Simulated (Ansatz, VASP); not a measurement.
# Y: VASP beside Ansatz

INCAR

```
PREC = Accurate ; ENCUT = 520
EDIFF = 1E-7 ; ISMEAR = -1
SIGMA = 0.03 ; LREAL = False
LASPH = True ; NELM = 80
ALGO = Normal ; ISIF = 2
LWAVE = False ; LCHARG = False
GGA = PE ; NBANDS = 12
```

KPOINTS

```
regular mesh
0
Gamma
  12 12 12
```

File POSCAR:

```
Y
1.0
    0.0000000000      2.5734370354      2.5734370354
    2.5734370354      0.0000000000      2.5734370354
    2.5734370354      2.5734370354      0.0000000000
Y
1
Direct
    0.0000000000      0.0000000000      0.0000000000
```

Input for Ansatz:

```yaml
crystal:
  lattice:
    - [0.0, 2.5734370354, 2.5734370354]
    - [2.5734370354, 0.0, 2.5734370354]
    - [2.5734370354, 2.5734370354, 0.0]
  atoms:
    - { symbol: "Y", position: [0.0, 0.0, 0.0] }
kpoints:
  mp_grid: { grid: [12, 12, 12] }
scf:
  occupations: { method: fermi_dirac, width: 0.03 }
hamiltonian:
  xc: pbe
  pseudopotentials: { kind: all_electron, lapw: { basis_error: 0.0005 } }
output:
  forces: true
  stress: true
  eigenvalues: true
```

Change from the starting cell: volume scaled by 1.05.

Alike in both runs: task single point; functional PBE; k mesh 12 × 12 × 12; occupations fermi-dirac, width 0.03 eV; no spin polarisation.

|  | VASP | Ansatz |
| --- | --- | --- |
| version | VASP 6.6.1 | Ansatz 0.2.0 |
| potentials or method | VASP PAW PBE potentials, release 64 (Y_sv) | all-electron LAPW, scalar-relativistic |
| plane-wave cutoff (eV) | 520 | see its input |

Ansatz gave:

* pressure (GPa): -1.8

Task: Estimate VASP's values.

Result: Pressure (GPa): -1.9.

Ansatz ran all-electron here, so the differences hold the error of VASP's frozen core and of both bases.
